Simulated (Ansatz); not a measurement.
# Mg: pressure and energy change per atom against volume scale

Plane-wave DFT, scalar-relativistic PAW made under PBE with cores redone for the functional, no dispersion; the given relaxed cell is scaled uniformly, energy at zero smearing counts from the unscaled cell, pressure at the given Fermi-Dirac smearing is positive in compression. The results are calculated, by Ansatz 0.2.0.

The cell before it is scaled or strained (space group Pm-3m, No. 221):
```
CELL_PARAMETERS angstrom
3.02060 0.00000 0.00000
0.00000 3.02060 0.00000
0.00000 0.00000 3.02060
ATOMIC_POSITIONS crystal
Mg 0.00000 0.00000 0.00000
```

Settings of every row: spin polarised no; functional PBE; wave cutoff 420 eV; smearing width 0.1 eV; k mesh 17x17x17.

Atom starting moment: 0 on all atoms.

Limits: the cell comes from a prototype or a list of computed structures and needn't be the stable phase.

| row | volume scale | V (Å³/atom) | pressure (GPa) | energy change per atom (meV) |
| --- | --- | --- | --- | --- |
| 1 | 0.88 | 24.253 | 3.78 | 34.71 |
| 2 | 0.92 | 25.355 | 2.27 | 14.31 |
| 3 | 0.96 | 26.458 | 1.04 | 3.32 |
| 4 | 1.04 | 28.662 | -0.8 | 3.01 |
| 5 | 1.08 | 29.765 | ? | ? |
| 6 | 1.12 | 30.867 | -2.03 | 23.56 |

Question: what pressure and energy change per atom should row 5 give?

Worked fit of pressure. Take u = (V_r/V)^(2/3) − 1 with V_r = 26.458 Å³ an atom, which is twice the finite (Eulerian) strain; such expansions in the strain, on which the Birch-Murnaghan equation of state is built, carry the rest volume and the bulk modulus. The shown rows have u = 0.05973, 0.0288, 0, -0.05194, -0.09765. Least squares give pressure = 1.041 + 40.32 × u + 91.2 × u² GPa; a straight line predicts inner rows, each left out in turn, worse (root mean square 0.26 against 0.01 GPa). The rows lie off it by 0.01, -0.01, 0.00, 0.01, 0.00. The pressure vanishes at u = -0.0275, or V = 27.59 Å³ an atom, and there the bulk modulus at fixed shape and fractions is B = −V dP/dV = (2/3)(1 + u) dP/du = 22.9 GPa. The withheld row has u = -0.07551, so the fit gives 1.041 + 40.32 × (-0.07551) + 91.2 × (-0.07551)² = -1.48 GPa.

The calculation gave -1.47 GPa. The fit lies 0.01 GPa (0.17 % of the column's range) below it, one unit of the last digit.

Worked fit of energy change per atom. Take u = (V_r/V)^(2/3) − 1 with V_r = 26.458 Å³ an atom, which is twice the finite (Eulerian) strain; such expansions in the strain, on which the Birch-Murnaghan equation of state is built, carry the rest volume and the bulk modulus. The shown rows have u = 0.05973, 0.0288, 0, -0.05194, -0.09765. Least squares give energy change per atom = 3.313 + 247.53 × u + 4657.7 × u² meV; a straight line predicts inner rows, each left out in turn, worse (root mean square 13 against 0.015 meV). The rows lie off it by -0.01, 0.00, 0.01, -0.01, 0.00. Its lowest point lies at u = -0.0266, or V = 27.55 Å³ an atom, and the curvature there gives the bulk modulus at fixed shape and fractions, B = (4/9)(1 + u)² E″(u)/V = 22.8 GPa. The withheld row has u = -0.07551, so the fit gives 3.313 + 247.53 × (-0.07551) + 4657.7 × (-0.07551)² = 11.18 meV.

The calculation gave 11.18 meV. The fit meets it to the printed digit.
